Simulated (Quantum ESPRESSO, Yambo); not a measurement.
# How the form of the self-energy moves the gap of BaS (Fm-3m), part 2 of 2

Wanted: the gap of BaS (Fm-3m) under several approximations, with cost.

Quantum ESPRESSO 7.5 and Yambo 5.3.0; PBE and many-body steps on it, plane waves. Known limits of the many-body steps: not at the basis limit; no spin-orbit coupling.

So far. Step 2 (Empty states on the mesh, 4×4×4 mesh, 776 bands): On this mesh the gap is 2.146 eV. Step 4 (G0W0, Godby-Needs plasmon pole): The gap on the mesh goes from 2.15 eV to 3.65 eV, a correction of +1.51 eV.

### 5. One-shot COHSEX

This step: one-shot COHSEX on PBE, plane waves, norm-conserving pseudopotentials.

The input, gw4.in:

```
HF_and_locXC
gw0
dyson
cohsex
em1s
rim_cut
RandQpts= 1000000
RandGvec= 1 RL
EXXRLvcs= 40 Ry
VXCRLvcs= 160 Ry
Chimod= "HARTREE"
% BndsRnXs
 1 | 321 |
%
NGsBlkXs= 17 Ry
% LongDrXs
 1 | 1 | 1 |
%
% GbndRnge
 1 | 321 |
%
DysSolver= "n"
ExtendOut
% QPkrange
 1 | 1 | 7 | 10 |
 7 | 7 | 7 | 10 |
%
```

Launch:

```sh
$ OMP_NUM_THREADS=1 mpirun -n 4 yambo -F gw4.in -J gw4 -C gw4 > gw4.log
```

Log:

```text
 Yambo, version 5.3.0

 [02] CORE Variables Setup
 =========================

  [... cell, symmetries and grids as in the set-up ...]

  [02.05] Energies & Occupations
  ==============================

  [X] === General ===
  [X] Electronic Temperature                        :  0.000000  0.000000 [eV K]
  [X] Bosonic    Temperature                        :  0.000000  0.000000 [eV K]
  [X] Finite Temperature mode                       : no
  [X] El. density                                   :  0.24558E+24 [cm-3]
  [X] Fermi Level                                   :  5.894091 [eV]

  [X] === Gaps and Widths ===
  [X] Conduction Band Min                           :  2.146280 [eV]
  [X] Valence Band Max                              :  0.000000 [eV]
  [X] Filled Bands                                  :   8
  [X] Empty Bands                                   :     9   776
  [X] Direct Gap                                    :  2.272370 [eV]
  [X] Direct Gap localized at k                     :   7
  [X] Indirect Gap                                  :  2.146280 [eV]
  [X] Indirect Gap between kpts                     :   1   7
  [X] Last valence band width                       :  1.057937 [eV]
  [X] 1st conduction band width                     :  3.430145 [eV]

 [03] Transferred momenta grid and indexing
 ==========================================

 IBZ Q-points                                      :   8
 BZ  Q-points                                      :   64

 K/Q-points units:
 rlu = crystal or reduced units; cc = cartesian coordinates; iku = interal k-units

 Q [1]          [rlu]:  0.000000  0.000000  0.000000
 Q [2]          [rlu]:  0.74313E-17  0.74313E-17  0.25000
 Q [3]          [rlu]: -0.14863E-16 -0.14863E-16 -0.50000
[...]
[xc] Functional : Perdew, Burke & Ernzerhof(X)+Perdew, Burke & Ernzerhof(C)
 [xc] LIBXC used to calculate xc functional
  PP Number of Atomic Species                      :  2
  NLCC RL compoments                               :  15065
  PP Number of Atomic Species                      :  2
  NLCC RL compoments                               :  15065

 [xc] E_xc :  -6.043476 [Ha]
      E_xc :  -12.08695 [Ry]

  Local XC kind (lXC) : Perdew, Burke & Ernzerhof(X)+Perdew, Burke & Ernzerhof(C)
  Non-Local XC kind (nlXC) : Hartree-Fock

  Corrections @ K [1] :  [eV]
 <7|nlXC|7> = -15.67960 -0.14091E-16 <7|lXC|7> = -12.60175  0.94410E-16
 <8|nlXC|8> = -15.67957  0.41128E-17 <8|lXC|8> = -12.60175 -0.94409E-16
 <9|nlXC|9> = -4.019332 -0.29766E-18 <9|lXC|9> = -7.958255 -0.18880E-15
[...]
Corrections @ K [7] :  [eV]
[...]
<9|nlXC|9> = -4.204415 -0.32881E-17 <9|lXC|9> = -7.957322  0.94416E-16
 <10|nlXC|10> = -6.058089  0.10120E-17 <10|lXC|10> = -10.95390 -0.94408E-16

 [08] Dyson equation: Newton solver
 ==================================

 [Newton] Sc step       :  0.100000 [eV]
 [Newton] Sc steps      :  1

  [08.01] G0W0 (COHSEX)
  =====================

  [  GW  ] Bands range     :   1  10

  QP @ state[ 1 ] K range:  1  1
  QP @ state[ 1 ] b range:   7  10
  QP @ state[ 2 ] K range:   7   7
  QP @ state[ 2 ] b range:   7  10

   Sc Empty Bands                                   : no
   Sc bands terminator                              : no
   Sx RL components                                 :  1917

   QP @ state[ 1 ] K range                          :  1  1
   QP @ state[ 1 ] b range                          :   7  10
   QP @ state[ 2 ] K range                          :   7   7
   QP @ state[ 2 ] b range                          :   7  10
   GF WF`s kind                                     : Perdew, Burke & Ernzerhof(X)+Perdew, Burke & Ernzerhof(C)
   Xs energies kind                                 : Perdew, Burke & Ernzerhof(X)+Perdew, Burke & Ernzerhof(C)
   Xs WF`s kind                                     : Perdew, Burke & Ernzerhof(X)+Perdew, Burke & Ernzerhof(C)

 [11] Game Over & Game summary
```

It took 2.5 min on 4 MPI ranks of Arm Neoverse V1, shared host; peak memory 1.7 GiB; 10 min of CPU time.

Numbers from this step:

```yaml
quasiparticle_gap_on_the_points_computed: 5.020 eV
starting_gap_on_the_mesh: 2.146 eV
k_of_the_valence_top: 0, 0, 0
k_of_the_conduction_bottom: 0, -0.5, -0.5
least_direct_quasiparticle_gap_on_the_computed_points: 5.136 eV
z_at_the_valence_top: 1
z_at_the_conduction_bottom: 1
```

Against G0W0 in Yambo (4×4×4 mesh, 321 bands, screening to 231.3 eV, Godby-Needs plasmon pole), the gap moves by +1.369 eV.

### 6. One-shot Hartree-Fock

This step: one-shot Hartree-Fock on PBE, plane waves, norm-conserving pseudopotentials.

The input, gw5.in:

```
HF_and_locXC
rim_cut
RandQpts= 1000000
RandGvec= 1 RL
EXXRLvcs= 40 Ry
VXCRLvcs= 160 Ry
% QPkrange
 1 | 1 | 7 | 10 |
 7 | 7 | 7 | 10 |
%
```

Launch:

```sh
$ OMP_NUM_THREADS=1 mpirun -n 4 yambo -F gw5.in -J gw5 -C gw5 > gw5.log
```

Log:

```text
 Yambo, version 5.3.0

 [02] CORE Variables Setup
 =========================

  [... cell, symmetries and grids as in the set-up ...]

  [02.05] Energies & Occupations
  ==============================

  [X] === General ===
  [X] Electronic Temperature                        :  0.000000  0.000000 [eV K]
  [X] Bosonic    Temperature                        :  0.000000  0.000000 [eV K]
  [X] Finite Temperature mode                       : no
  [X] El. density                                   :  0.24558E+24 [cm-3]
[...]
[xc] E_xc :  -6.043476 [Ha]
      E_xc :  -12.08695 [Ry]

  Local XC kind (lXC) : Perdew, Burke & Ernzerhof(X)+Perdew, Burke & Ernzerhof(C)
  Non-Local XC kind (nlXC) : Hartree-Fock

  Corrections @ K [1] :  [eV]
 <7|nlXC|7> = -15.67960 -0.14091E-16 <7|lXC|7> = -12.60175  0.94410E-16
 <8|nlXC|8> = -15.67957  0.41128E-17 <8|lXC|8> = -12.60175 -0.94409E-16
 <9|nlXC|9> = -4.019332 -0.29766E-18 <9|lXC|9> = -7.958255 -0.18880E-15
[...]
Corrections @ K [7] :  [eV]
[...]
<9|nlXC|9> = -4.204415 -0.32881E-17 <9|lXC|9> = -7.957322  0.94416E-16
 <10|nlXC|10> = -6.058089  0.10120E-17 <10|lXC|10> = -10.95390 -0.94408E-16

 [08] Game Over & Game summary
```

The job ended after 2.9 s (4 MPI ranks; peak memory 1.2 GiB).

This step gave:

```
quasiparticle gap on the mesh                         : 8.977 eV
starting gap on the mesh                              : 2.146 eV
k of the valence top                                  : 0, 0, 0
k of the conduction bottom                            : 0, -0.5, -0.5
least direct quasiparticle gap on the computed points : 9.164 eV
```

Against G0W0 in Yambo (4×4×4 mesh, 321 bands, screening to 231.3 eV, Godby-Needs plasmon pole), the gap moves by +5.325 eV.

### 7. The runs together

Times are wall times on 4 MPI ranks of Arm Neoverse V1, shared host, good to a factor of about two.

| run | mesh | bands | screening cutoff (eV) | DFT gap (eV) | gap on the mesh (eV) | direct (eV) | time |
| --- | --- | --- | --- | --- | --- | --- | --- |
| G0W0, Godby-Needs plasmon pole | 4×4×4 | 321 | 231.3 | 2.146 | 3.652 | 3.795 | 9.4 min |
| one-shot COHSEX | 4×4×4 | 321 | 231.3 | 2.146 | 5.020 | 5.136 | 2.5 min |
| one-shot Hartree-Fock | 4×4×4 | - | - | 2.146 | 8.977 | 9.164 | 2.9 s |

### 8. Outcome

```json
{
 "G0W0, Godby-Needs plasmon pole": "3.652 eV",
 "one-shot COHSEX": "5.020 eV",
 "one-shot Hartree-Fock": "8.977 eV",
 "known limits": "not at the basis limit; no spin-orbit coupling"
}
```

**Reading.** One-shot COHSEX: +1.369 eV against G0W0, Godby-Needs plasmon pole. One-shot Hartree-Fock: +5.325 eV against G0W0, Godby-Needs plasmon pole. Bare exchange alone opens the gap to 8.98 eV; against G0W0, correlation takes back 5.33 eV. Static COHSEX lies above G0W0: it lacks the factor Z and overstates the Coulomb hole of the filled states. Bands and cutoff are finite, so the gap is not at the basis limit. The miss can reach some tenths of an eV and take either sign; the mesh is an error of its own. The many-body steps are scalar-relativistic: spin-orbit coupling is not in them.

[Paths, hosts, dates, memory and timing lines, banners, echoed tables and standing remarks are left out of the program output.]

[Logs are printed without paths, hosts, clocks, repeated set-up lines and the standing remarks that a program may print on its own settings, such as how far it seeks lower states.]

[Runs of the session that timed out or met a known fault of the program may be left out.]

[Hosts, paths, dates, database ids (printed as entryN), source tags and the programs' standing remarks are cut or masked in the printed files.]
